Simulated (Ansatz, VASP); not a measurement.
# SiC (V_Si-V_C (Si site 2) axial) in two plane-wave programs, part 2 of 3

Aim: how closely do two programs agree when they are given the same cell, functional and k mesh? The cell is taken from a series of runs on this material, whose earlier steps may have relaxed, scaled, displaced or heated it; both programs get it as it stands.

VASP 6.6.1 and Ansatz 0.2.0.

So far. Step 3 (VASP: single point, PBE, pair 1): The run ends at a pressure of 1.29 GPa, with forces up to 0.46 eV/Å.

## 4. Comparison

Known differences besides the potentials themselves: VASP starts from the moments at which Ansatz ended; the cutoff is 420 eV in Ansatz and 520 eV in VASP (PREC = Accurate, projectors in real space); site moments are counted in spheres of each program's own size. Total energies have different zeros and are not compared.

Compared:

```csv
quantity,Ansatz,VASP,difference
"total moment, fixed by the input (μB)",1.00,1.00,0.00
moment on C76 (μB),0.30,0.28,+0.01
moment on C89 (μB),0.06,0.06,0.00
moment on C87 (μB),0.06,0.05,0.00
```

Forces on 10 of the 94 atoms, those with the largest forces and the largest differences (eV/Å; atoms numbered as in POSCAR):

```
atom         Ansatz x, y, z           VASP x, y, z
 Si9   0.102, -0.402, 0.173   0.103, -0.407, 0.179
Si19    0.380, 0.109, 0.170    0.383, 0.107, 0.171
Si37   0.061, 0.029, -0.403   0.061, 0.030, -0.410
Si39  0.006, -0.060, -0.382  0.007, -0.058, -0.384
Si43   -0.282, 0.238, 0.142   -0.285, 0.240, 0.148
Si44   -0.332, 0.124, 0.137   -0.335, 0.125, 0.140
 C52   0.084, 0.184, -0.046   0.089, 0.187, -0.047
 C59   0.059, 0.114, -0.079   0.061, 0.103, -0.086
 C83  -0.042, 0.016, -0.031  -0.035, 0.025, -0.040
 C84   0.017, 0.009, -0.003    0.026, 0.013, 0.014
```

The forces differ by 3.3 meV/Å r.m.s., which is 4.3 % of the r.m.s. force of 0.077 eV/Å (both taken over all components). The cell carries a charge of -1 e against a uniform background, so its pressure also hangs on how the neutralising background is counted, and in a defect's cell a gap may be the spacing between its levels.

## 5. Ansatz: single point, PBE, pair 2

With cell and atoms fixed, the geometry can't cause a difference; cores, projectors, grids and the points listed under the comparison can.

The cell is taken from a series of runs on this material, whose earlier steps may have relaxed, scaled, displaced or heated it; both programs get it as it stands.

input.yaml

```yaml
crystal:
  lattice:
    - [9.28241338, 5.35920398, 0.0]
    - [-9.28241348, 5.35920381, 0.0]
    - [0.0, 0.0, 10.12919782]
  atoms:
    - { symbol: Si, position: [-0.00079302439, -0.00075317219, 0.50067694558] }
    - { symbol: Si, position: [0.16698805951, 0.33374097849, 0.50069530697] }
[... 6 atom lines left out ...]
    - { symbol: Si, position: [0.3360995585, 0.33535868265, 0.74794584841] }
    - { symbol: Si, position: [-0.0011379707, -0.00137487367, 1.00027264201] }
    - { symbol: Si, position: [0.16724812923, 0.33386100514, 1.00034470607] }
    - { symbol: Si, position: [0.33214785059, 0.16622061738, 1.00056335713] }
[... 6 atom lines left out ...]
    - { symbol: C, position: [-9.488867e-05, 0.33342508855, 0.43808642944] }
[... 2 atom lines left out ...]
    - { symbol: C, position: [-0.00079285995, 0.16663540815, 0.93746718342] }
    - { symbol: C, position: [0.16579131683, -0.00046382316, 0.93787929383] }
    - { symbol: C, position: [0.33489260115, 0.3331028385, 0.93768140029] }
[... 1 atom line left out ...]
    - { symbol: Si, position: [0.16572495695, 0.83311121586, 0.500689961] }
[... 1 atom line left out ...]
    - { symbol: Si, position: [-5.104256e-05, 0.83366013713, 0.24987338048] }
[... 2 atom lines left out ...]
    - { symbol: Si, position: [-0.00334762431, 0.66558647836, 0.74794881151] }
[... 1 atom line left out ...]
    - { symbol: Si, position: [0.33326428981, 0.83355333633, 0.74860669232] }
    - { symbol: Si, position: [0.0005650973, 0.50040991738, 1.00056640548] }
    - { symbol: Si, position: [0.16546363559, 0.83297849614, 1.00034249343] }
    - { symbol: Si, position: [0.33383883311, 0.66612344698, 1.00027861773] }
    - { symbol: C, position: [-5.743531e-05, 0.5001645086, 0.18732161954] }
[... 1 atom line left out ...]
    - { symbol: C, position: [0.33339915427, 0.66696021893, 0.18673163842] }
[... 1 atom line left out ...]
    - { symbol: C, position: [0.16729900982, 0.83336427788, 0.68764287875] }
    - { symbol: C, position: [0.33387443995, 0.66742717327, 0.68770646699] }
    - { symbol: C, position: [-0.00053131172, 0.83315716824, 0.4365594091] }
    - { symbol: C, position: [0.16670054709, 0.66679658475, 0.43815696851] }
    - { symbol: C, position: [0.33323847698, 0.50004570261, 0.43655882471] }
    - { symbol: C, position: [-0.00220851228, 0.66454675519, 0.93768597312] }
    - { symbol: C, position: [0.16691667696, 0.50009835001, 0.93788126059] }
[... 3 atom lines left out ...]
    - { symbol: Si, position: [0.83277063839, 0.16715590261, 0.50053236445] }
[... 1 atom line left out ...]
    - { symbol: Si, position: [0.66635298981, 0.16663917478, 0.24964718124] }
[... 5 atom lines left out ...]
    - { symbol: Si, position: [0.66637026757, 0.33452935232, 1.00257906352] }
[... 3 atom lines left out ...]
    - { symbol: C, position: [0.83308308346, 0.16714608217, 0.18673276193] }
[... 5 atom lines left out ...]
    - { symbol: C, position: [0.83293893793, 0.00034490748, 0.43813630043] }
[... 3 atom lines left out ...]
    - { symbol: Si, position: [0.50052601957, 0.49985826186, 0.50428504498] }
[... 1 atom line left out ...]
    - { symbol: Si, position: [0.83217095183, 0.66566590054, 0.50419574753] }
    - { symbol: Si, position: [0.49986238786, 0.83372783377, 0.25029320581] }
    - { symbol: Si, position: [0.66634110041, 0.66701441223, 0.25182289505] }
    - { symbol: Si, position: [0.83371702767, 0.50037651911, 0.25166485549] }
[... 2 atom lines left out ...]
    - { symbol: Si, position: [0.49909404048, 0.49930358468, 1.00156310583] }
[... 1 atom line left out ...]
    - { symbol: Si, position: [0.83363711868, 0.66657240025, 1.0016299158] }
    - { symbol: C, position: [0.50077580512, 0.5000002138, 0.1872443167] }
[... 1 atom line left out ...]
    - { symbol: C, position: [0.83192710073, 0.6655688768, 0.1872718185] }
    - { symbol: C, position: [0.48895952598, 0.49886859951, 0.68441326705] }
    - { symbol: C, position: [0.66634555589, 0.83355440045, 0.68739679071] }
    - { symbol: C, position: [0.84382623581, 0.67629394619, 0.68433797265] }
[... 1 atom line left out ...]
    - { symbol: C, position: [0.66635041722, 0.66654602108, 0.43859026345] }
    - { symbol: C, position: [0.83333275763, 0.50025850756, 0.43816241643] }
    - { symbol: C, position: [0.50233731501, 0.6662711846, 0.93766355333] }
    - { symbol: C, position: [0.83033346046, 0.83023163724, 0.93766680215] }
  host:
    repeats: [2, 2, 1]
    atoms:
      - { symbol: Si, position: [0.0, 0.0, 0.49984857] }
      - { symbol: Si, position: [0.33333333, 0.66666667, 0.49984857] }
      # ... 22 more atoms of the perfect host
total_charge: -1
basis:
  ecutwfc: 420
  xc_grid: 2
hamiltonian:
  xc: pbe
kpoints:
  mp_grid: { grid: [1, 1, 1] }
magnetization:
  spin_polarized: true
  initial_magnetization: 1
  spin_locking: { lock_magnetization: hard }
scf:
  occupations: { method: fermi_dirac, width: 0.01 }
  max_iter: 60
output:
  forces: true
  charged_corrections:
    epsilon: [7.02, 7.02, 7.32]
    static_epsilon: [10.34, 10.34, 11.03]
    defect_position: [0.666667, 0.5, 0.843928]
checkpoint:
  read: "../qm1_M1.relax_smeared.run"
  write: "../cc0.qm1_M1.l0.5.run"
  compress: false
  write_wavefunctions: false
  write_every: 100000
```

On the command line:

```
ansatz run input.yaml --threads 4 --pin off --max-ram 14131MiB --backend cpu --events-out ev --progress --plain --runs-dir out
```

Numbers of over 12 decimals in the logs are rounded to 6 here.

What it wrote:

```text
[...]
Crystal: 94 atoms, lattice volume = 1007.781 Å³
Basis set: ecut = 420 eV, 19671 PW (Γ), exchange–correlation on 144×144×144 points (8 copies of the dense FFT grid, shifted against one another)
Bands: 283, of which v1, the nominal top of the filled ones, is band 189 counted from 1 (188 counted from 0)
Symmetry: 1 space group operations
[...]
k-points: 1
[...]
atom  49  Si     0.00002824     0.03287340     0.06595211
[...]
atom  91  C     -0.03729168     0.02109459    -0.11009363
  atom  92  C      0.04032827     0.00700597    -0.09855779
  atom  93  C     -0.10672638     0.01354093     0.07632153
  atom  94  C     -0.06461129     0.08567234     0.07522333
  max |Σ_I F_I| component: 1.01e-5 eV/Å
[...]
--- Band table (eV) ---
  k-point 0 ↑: bands = [... 185 lower, 8.9239, 9.0004, 9.9443, 10.1989, 11.0659, 11.0807, 11.2656, 11.4111, ... 90 higher]
  k-point 0 ↓: bands = [... 185 lower, 8.9583, 9.3141, 10.4560, 10.4918, 11.0657, 11.0968, 11.2678, 11.4268, ... 90 higher]
```

## 6. VASP: single point, PBE, pair 2

The same cell, functional, mesh and smearing now go to VASP, with its own data sets.

INCAR

```
SYSTEM = SiC
PREC = Accurate
ENCUT = 520
EDIFF = 1E-06
NELM = 200
ISMEAR = -1
SIGMA = 0.01
LREAL = Auto
ALGO = Normal
GGA = PE
NELECT = 377
NBANDS = 256
ISPIN = 2
MAGMOM = -0 -0 0 -0 -0 -0 0 0 0 0 -0 -0 0 -0 -0 0 -0 0 0 0 0 -0 -0 -0 -0 -0 -0 -0 0 0 0 0 0 0 0 0 0 0 0 0 -0 -0 0 0 -0 0 -0 0 0 -0 0.01 0.01 0 0 0 0 -0 0 -0 -0 0 0 0 0.01 0.01 0.01 0 0.01 -0 0 -0 0 0 0 0.02 0.24 0.02 0 0.02 0 0 0 0 -0 0 -0 0.09 0 0.1 0 0 0 0 0
LORBIT = 11
LWAVE = .FALSE.
LCHARG = .FALSE.
ISIF = 2
NUPDOWN = 1
LASPH = .TRUE.
GGA_COMPAT = .FALSE.
NCORE = 2
```

POSCAR

```
SiC
1.0
    9.2824133794      5.3592039794      0.0000000000
   -9.2824134800      5.3592038053      0.0000000000
    0.0000000000      0.0000000000     10.1291978199
Si C
47 47
Direct
    0.9992069756      0.9992468278      0.5006769456
    0.1669880595      0.3337409785      0.5006953070
[... 6 atom lines left out ...]
    0.3360995585      0.3353586827      0.7479458484
    0.9988620293      0.9986251263      0.0002726420
    0.1672481292      0.3338610051      0.0003447061
    0.3321478506      0.1662206174      0.0005633571
[... 6 atom lines left out ...]
    0.9966523757      0.6655864784      0.7479488115
[... 2 atom lines left out ...]
    0.0005650973      0.5004099174      0.0005664055
    0.1654636356      0.8329784961      0.0003424934
    0.3338388331      0.6661234470      0.0002786177
[... 1 atom line left out ...]
    0.6663602242      0.3347331252      0.5017647168
[... 1 atom line left out ...]
    0.4989919468      0.3330285657      0.2516680173
[... 2 atom lines left out ...]
    0.5004592303      0.1697823297      0.7483387554
[... 1 atom line left out ...]
    0.8322889039      0.3356572543      0.7483397810
    0.5005628019      0.0016450537      0.0002703700
    0.6663702676      0.3345293523      0.0025790635
    0.8321496374      0.1674270147      0.0002734909
    0.5005260196      0.4998582619      0.5042850450
[... 1 atom line left out ...]
    0.8321709518      0.6656659005      0.5041957475
[... 1 atom line left out ...]
    0.6663411004      0.6670144122      0.2518228951
    0.8337170277      0.5003765191      0.2516648555
    0.5013292684      0.6637710682      0.7479961229
    0.8313332028      0.8287740705      0.7480024992
    0.4990940405      0.4993035847      0.0015631058
    0.6663371056      0.8336110248      0.0005322452
    0.8336371187      0.6665724002      0.0016299158
[... 3 atom lines left out ...]
    0.9988161577      0.9998611778      0.6877068890
[... 1 atom line left out ...]
    0.3320161591      0.1659899167      0.6872996661
[... 5 atom lines left out ...]
    0.3348926012      0.3331028385      0.9376814003
[... 3 atom lines left out ...]
    0.0007147128      0.5003204209      0.6872972271
[... 5 atom lines left out ...]
    0.9977914877      0.6645467552      0.9376859731
[... 3 atom lines left out ...]
    0.6663553459      0.3347530221      0.1878342579
[... 1 atom line left out ...]
    0.4994708740      0.0002584567      0.6875794049
    0.6664008174      0.3212143276      0.6824328438
    0.8332478098      0.1671078986      0.6875767527
    0.4993868974      0.3332978624      0.4381781357
[... 2 atom lines left out ...]
    0.5000906467      0.1702644443      0.9377642720
[... 1 atom line left out ...]
    0.8326323198      0.3365146603      0.9377630648
    0.5007758051      0.5000002138      0.1872443167
[... 1 atom line left out ...]
    0.8319271007      0.6655688768      0.1872718185
    0.4889595260      0.4988685995      0.6844132670
    0.6663455559      0.8335544005      0.6873967907
    0.8438262358      0.6762939462      0.6843379727
[... 1 atom line left out ...]
    0.6663504172      0.6665460211      0.4385902634
    0.8333327576      0.5002585076      0.4381624164
    0.5023373150      0.6662711846      0.9376635533
    0.8303334605      0.8302316372      0.9376668021
```

KPOINTS

```
Automatic mesh
0
Gamma
1 1 1
0 0 0
```

Potentials, in the order of the species: Si and C (PBE family, release 64).

On the command line:

```
mpirun -np 8 vasp_gam
```

What it wrote:

```text
[... set-up lines as in an earlier step ...]
 entering main loop
       N       E                     dE             d eps       ncg     rms          rms(c)
DAV:   1     0.226335261519E+04    0.22634E+04   -0.19579E+05  1024   0.141E+03
DAV:   2    -0.523229916858E+03   -0.27866E+04   -0.26082E+04  1328   0.280E+02
DAV:   3    -0.771692576006E+03   -0.24846E+03   -0.24538E+03  1248   0.809E+01
DAV:   4    -0.778371282167E+03   -0.66787E+01   -0.66472E+01  1248   0.148E+01
DAV:   5    -0.778568470400E+03   -0.19719E+00   -0.19695E+00  1248   0.257E+00BRMIX: very serious problems
 the old and the new charge density differ
 old charge density:   376.00000 new  377.00000
    0.598E+01
DAV:   6    -0.692546660176E+03    0.86022E+02   -0.31227E+02  1184   0.238E+01    0.264E+01
DAV:   7    -0.691220961441E+03    0.13257E+01   -0.28701E+01  1224   0.785E+00    0.129E+01
DAV:   8    -0.690900018569E+03    0.32094E+00   -0.48290E+00  1240   0.366E+00    0.718E+00
DAV:   9    -0.690891283390E+03    0.87352E-02   -0.10831E+00  1224   0.202E+00    0.246E+00
[...]
DAV:  19    -0.690888953203E+03   -0.52884E-05   -0.59261E-05  1208   0.857E-03    0.137E-02
DAV:  20    -0.690888953680E+03   -0.47689E-06   -0.13971E-05   872   0.332E-03    0.719E-03
DAV:  21    -0.690888953833E+03   -0.15308E-06   -0.19052E-06   656   0.221E-03
   1 F= -.69088895E+03 E0= -.69088499E+03  d E =-.792363E-02  mag=     1.0000
```

OUTCAR, selected parts (step 6):

```text
  FREE ENERGIE OF THE ION-ELECTRON SYSTEM (eV)
  ---------------------------------------------------
  free  energy   TOTEN  =      -690.8889538327 eV

  energy  without entropy=     -690.8810302003  energy(sigma->0) =     -690.88499202

 magnetization (x)
# of ion       s       p       d       tot
------------------------------------------
    1       -0.000  -0.000   0.000  -0.000
    2       -0.000  -0.000   0.000  -0.000
    3       -0.000   0.000   0.000  -0.000
    4       -0.000  -0.000   0.000  -0.000
    5       -0.000   0.000   0.000  -0.000
    6       -0.000  -0.000   0.000  -0.000
    7       -0.001   0.003   0.000   0.003
    8       -0.000   0.000   0.000   0.000
    9       -0.001  -0.001   0.000  -0.002
   10       -0.000   0.000   0.000  -0.000
   11       -0.000  -0.000   0.000  -0.000
   12       -0.000  -0.000   0.000  -0.000
   13       -0.000   0.000   0.000  -0.000
[...]
--------------------------------------------------
tot          0.033   0.472   0.000   0.506
```

The run ends at a pressure of 1.36 GPa, with forces up to 0.43 eV/Å.

## 7. Comparison

The two programs side by side:

```csv
quantity,Ansatz,VASP,difference
"total moment, fixed by the input (μB)",1.00,1.00,0.00
moment on C76 (μB),0.24,0.23,+0.01
moment on C89 (μB),0.10,0.09,+0.01
moment on C87 (μB),0.09,0.09,+0.01
```

Forces on 10 of the 94 atoms, those with the largest forces and the largest differences (eV/Å; atoms numbered as in POSCAR):

```csv
atom,"Ansatz x, y, z","VASP x, y, z"
Si9,"-0.092, 0.389, -0.179","-0.093, 0.387, -0.174"
Si19,"-0.380, -0.113, -0.177","-0.378, -0.112, -0.174"
Si26,"0.009, -0.005, 0.268","0.006, -0.003, 0.258"
Si31,"0.027, 0.224, -0.123","0.024, 0.210, -0.115"
Si37,"-0.049, -0.024, 0.416","-0.049, -0.025, 0.415"
Si39,"-0.003, 0.055, 0.413","-0.003, 0.057, 0.412"
Si43,"0.289, -0.249, -0.164","0.287, -0.247, -0.159"
Si44,"0.354, -0.124, -0.162","0.352, -0.122, -0.159"
C59,"-0.058, -0.115, 0.083","-0.058, -0.126, 0.075"
C93,"-0.107, 0.014, 0.076","-0.112, 0.024, 0.068"
```

The forces differ by 3.6 meV/Å r.m.s., which is 4.3 % of the r.m.s. force of 0.084 eV/Å (both taken over all components). The cell carries a charge of -1 e against a uniform background, so its pressure also hangs on how the neutralising background is counted, and in a defect's cell a gap may be the spacing between its levels.

[end of part 2 of 3]

[Lines on the potential files, build, host, timing and source positions are cut from VASP's logs without a mark.]

[Logs are printed without paths, hosts, clocks, repeated set-up lines and the standing remarks that a program may print on its own settings, such as how far it seeks lower states.]

[Hosts, paths, dates, database ids (printed as entryN), source tags and the programs' standing remarks are cut or masked in the printed files.]
